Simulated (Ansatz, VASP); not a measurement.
## Pb in VASP and in Ansatz

```
Pb
1.0
     4.70409    0.00000    0.00000
     0.00000    4.70409    0.00000
     0.00000    0.00000    4.70409
Pb
3
Cartesian
  0.0000 2.3520 2.3520
  2.3520 0.0000 2.3520
  2.3520 2.3520 0.0000
```

Alike in both runs: functional r2SCAN; k mesh 4 × 4 × 4; occupations gaussian, width 0.1 eV; no spin polarisation.

Ansatz relaxed the structure, and its values are those at the end. VASP's run is a single point on that final structure, the one shown.

```csv
,VASP,Ansatz
version,VASP 6.6.1,Ansatz 0.2.0
potentials or method,"VASP PAW PBE potentials, release 64 (Pb_d)","scalar-relativistic, plane waves, PAW"
plane-wave cutoff (eV),520,500
valence electrons in the cell,42,42
```

```csv
,VASP,Ansatz,Ansatz less VASP
gap on the k mesh at the Fermi level (eV),none,none,-
pressure (GPa),0.1,0.1,+0.01
```

A gap of «none» marks a metal or a gap that the smearing closes. With one functional, cell and mesh, what is left measures potentials, basis and numerics.

Caveats: the PAW data sets were made with another functional, which shifts forces and pressure a little (VASP). Spin-orbit coupling is left out, which matters for the levels of Pb.
